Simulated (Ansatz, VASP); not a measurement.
# BN: VASP beside Ansatz

Contents of INCAR:

```
PREC = Accurate ; ENCUT = 520
EDIFF = 1E-6 ; ISMEAR = -1
SIGMA = 0.08 ; LREAL = F
LASPH = T ; NELM = 80
ALGO = Normal ; ISIF = 2
LWAVE = F ; LCHARG = F
GGA = PE ; NBANDS = 11
```

Contents of KPOINTS:

```
Automatic mesh
0
Gamma
  15 15 15
```

The input POSCAR:

```
BN
1.0
    0.0000000000      1.6786616081      1.6786616081
    1.6786616081      0.0000000000      1.6786616081
    1.6786616081      1.6786616081      0.0000000000
B N
1 1
Direct
    0.0000000000      0.0000000000      0.0000000000
    0.5000000000      0.5000000000      0.5000000000
```

Input for Ansatz:

```yaml
crystal:
  lattice:
    - [0.0, 1.6786616081, 1.6786616081]
    - [1.6786616081, 0.0, 1.6786616081]
    - [1.6786616081, 1.6786616081, 0.0]
  atoms:
    - { symbol: B, position: [0.0, 0.0, 0.0] }
    - { symbol: "N", position: [0.5, 0.5, 0.5] }
kpoints:
  mp_grid: { grid: [15, 15, 15] }
scf:
  occupations: { method: fermi_dirac, width: 0.08 }
hamiltonian:
  xc: pbe
  pseudopotentials: { kind: all_electron, lapw: { basis_error: 0.001 } }
output:
  forces: true
  stress: true
  eigenvalues: true
  populations: true
```

Change from the starting cell: volume scaled by 0.88, LAPW.

Alike in both runs: task single point; functional PBE; k mesh 15 × 15 × 15; occupations fermi-dirac, width 0.08 eV; no spin polarisation.

|  | VASP | Ansatz |
| --- | --- | --- |
| version | VASP 6.6.1 | Ansatz 0.2.0 |
| potentials or method | VASP PAW PBE potentials, release 64 (B, N) | all-electron LAPW, scalar-relativistic |
| plane-wave cutoff (eV) | 520 | see its input |

|  | VASP | Ansatz | Ansatz less VASP |
| --- | --- | --- | --- |
| pressure (GPa) | 62.4 | 62.4 | +0.02 |

Ansatz ran all-electron here, so the differences hold the error of VASP's frozen core and of both bases.

Caveats: the cell as given lies far from equilibrium; so large a pressure means that the cell lies far from this level's equilibrium, or that cutoff or potentials fall short (VASP); an odd mesh through Γ misses points on the zone boundary, where band edges often lie.
